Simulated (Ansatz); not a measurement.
Sb under changes of volume

One of the cells (26.213 Å³/atom); the others are scaled copies at fixed shape and fractional positions:

```
Sb
1.0
    -1.87134    1.87134    1.87134
     1.87134   -1.87134    1.87134
     1.87134    1.87134   -1.87134
Sb
1
Direct
  0.00000 0.00000 0.00000
```

This isn't the form of Sb at room conditions, which is rhombohedral.

```yaml
Program: Ansatz 0.2.0
Functional: PBEsol
Potentials_or_basis: all-electron LAPW, scalar-relativistic
Cutoff: 187 eV (chosen from the basis error)
Basis_error_allowed: 0.0005 eV/atom
k_mesh: 10 × 10 × 10
Occupations: fermi-dirac, width 0.05 eV
Spin: no spin polarisation
```

| volume (Å³/atom) | energy over the lowest point (meV/atom) | pressure (GPa) |
| --- | --- | --- |
| 24.640 | 22.22 | 4.7 |
| 25.165 | 9.61 | 3.0 |
| 25.689 | ? | ? |
| 26.213 | 0.00 | 0.0 |
| 26.737 | 2.07 | -1.3 |
| 27.262 | 8.14 | -2.4 |
| 27.786 | 17.83 | -3.5 |

Task: What does the run at 25.689 Å³/atom give?

Result: Energy over the lowest point 2.36 meV/atom; pressure 1.4 GPa.

Worked out: A Birch-Murnaghan fit of order 3 (a polynomial in V^(-2/3)) to the other rows has its minimum at 26.22 Å³/atom with B0 = V·E''(V) = 67 GPa and B' = 3.9. It gives 2.37 meV/atom at 25.689 Å³/atom, against the run's 2.36, and -dE/dV = 1.4 GPa, against 1.4.

Energies are extrapolated to zero smearing.
